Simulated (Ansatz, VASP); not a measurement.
GaAs: VASP beside Ansatz

```xyz
2
Lattice="0.0000 2.8268 2.8268 2.8268 0.0000 2.8268 2.8268 2.8268 0.0000" Properties=species:S:1:pos:R:3 pbc="T T T"
Ga    0.0000    0.0000    0.0000
As    4.2403    4.2403    4.2403
```

Alike in both runs: task relaxation of cell and atoms; functional PBE; dispersion D3(BJ); k mesh 12 × 12 × 12; occupations gaussian, width 0.02 eV; no spin polarisation.

```csv
,VASP,Ansatz
version,VASP 6.6.1,Ansatz 0.2.0
potentials or method,"VASP PAW PBE potentials, release 64 (Ga_d, As)","scalar-relativistic, plane waves, PAW"
plane-wave cutoff (eV),600,420
valence electrons in the cell,18,28
```

Ansatz gave:

- gap on the k mesh at the Fermi level, each at its own relaxed structure (eV): 0.43
- relaxed volume (Å³/atom): 22.86
- relaxed cell length with the largest relative difference (Å): 4.014

Task: Which values does VASP return?

Result: gap on the k mesh at the Fermi level, each at its own relaxed structure (eV): 0.41; relaxed volume (Å³/atom): 22.92; relaxed cell length with the largest relative difference (Å): 4.017.

The two sets of potentials don't hold the same shells in valence.

Zero-point motion and thermal expansion aren't in these numbers.
